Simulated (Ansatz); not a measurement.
**Gd under changes of volume**

One of the cells (33.103 Å³/atom); the others are scaled copies at fixed shape and fractional positions:

```
CELL_PARAMETERS angstrom
3.63600 0.00000 0.00000
-1.81800 3.14887 0.00000
0.00000 0.00000 5.78260
ATOMIC_POSITIONS crystal
Gd 0.66667 0.33333 0.75000
Gd 0.33333 0.66667 0.25000
```

```yaml
Program: Ansatz 0.2.0
Functional: r2SCAN
Potentials_or_basis: Ansatz PAW
Cutoff: "500 eV (not typed: the program's choice for these potentials)"
k_mesh: 8 × 8 × 5
Occupations: fermi-dirac, width 0.05 eV
Spin: collinear spin, ferromagnetic start
Starting_moments: "[7.0, 7.0] μB"
```

```csv
volume (Å³/atom),energy over the lowest point (meV/atom),pressure (GPa),moment (μB per cell)
31.117,29.34,3.6,15.85
31.779,16.29,2.7,15.86
32.441,?,?,?
33.103,1.89,0.9,15.88
33.765,0.00,0.1,15.88
34.427,1.32,-0.7,15.88
35.090,5.53,-1.3,15.89
```

Task: What does the run at 32.441 Å³/atom give?

Result: Energy over the lowest point 7.23 meV/atom; pressure 1.7 GPa; moment 15.87 μB per cell.

Worked out: A Birch-Murnaghan fit of order 3 (a polynomial in V^(-2/3)) to the other rows has its minimum at 33.82 Å³/atom with B0 = V·E''(V) = 39 GPa and B' = 3.0 at fixed shape and positions, which overstates the stiffness. It gives 7.23 meV/atom at 32.441 Å³/atom, against the run's 7.23, and -dE/dV = 1.7 GPa, against 1.7. A parabola through the other rows of the moment, of slope 0.0116 μB per Å³/atom there, gives 15.87 μB, against the run's 15.87.

Energies are extrapolated to zero smearing.

Caveats: the magnetic or orbital state may not be the lowest; the PAW data sets come from PBE, with cores solved anew for the run's functional, which leaves a small shift of forces and pressure.
